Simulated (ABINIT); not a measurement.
# Rh: equation of state with PBE

**Experimental background.**

From “Thermal equation of state of rhodium characterized by XRD in a resistively heated diamond anvil cell”, 2024, pmc:11535440, for a bulk crystal of Rh: bulk modulus 264 ± 1 GPa.

Crystal: Rh.

```
Rh
1.0
     0.00000    1.89785    1.89785
     1.89785    0.00000    1.89785
     1.89785    1.89785    0.00000
Rh
1
Direct
  0.00000 0.00000 0.00000
```

| Property | Result |
| --- | --- |
| Program | ABINIT 10.8.3 (patched build) |
| Task | equation of state |
| Functional | PBE |
| Potentials or basis | JTH PAW PBE v2.0 |
| Cutoff | 435 eV |
| k mesh | 12 × 12 × 12 |
| Occupations | fermi-dirac, width 0.05 eV |
| Spin | no spin polarisation |

```
Equilibrium volume                      : 14.05 Å³/atom
Bulk modulus                            : 251 GPa
Pressure derivative of the bulk modulus : 5.4 (rough: it moves with the points fitted)
```

Energy against volume, from the lowest point:
```csv
volume (Å³/atom),energy (meV/atom)
12.851,95.87
13.125,53.96
13.398,25.22
13.671,7.72
13.945,0.00
14.218,0.09
14.492,9.48
```

It took 51 s on 1 thread of Arm Neoverse V1, on a shared host, peak memory 0.12 GiB.

A measured bulk modulus of Rh is 264 GPa (quoted in “Thermal equation of state of rhodium characterized by XRD in a resistively heated diamond anvil cell”, 2024, pmc:11535440); the calculated 251 GPa misses it by -5.0 %. The fit is for a static lattice scaled at fixed shape and fixed fractional positions.

Caveat: pressures at fixed basis lie under the slope of the energies. PBE usually gives volumes a little too large and moduli too small.
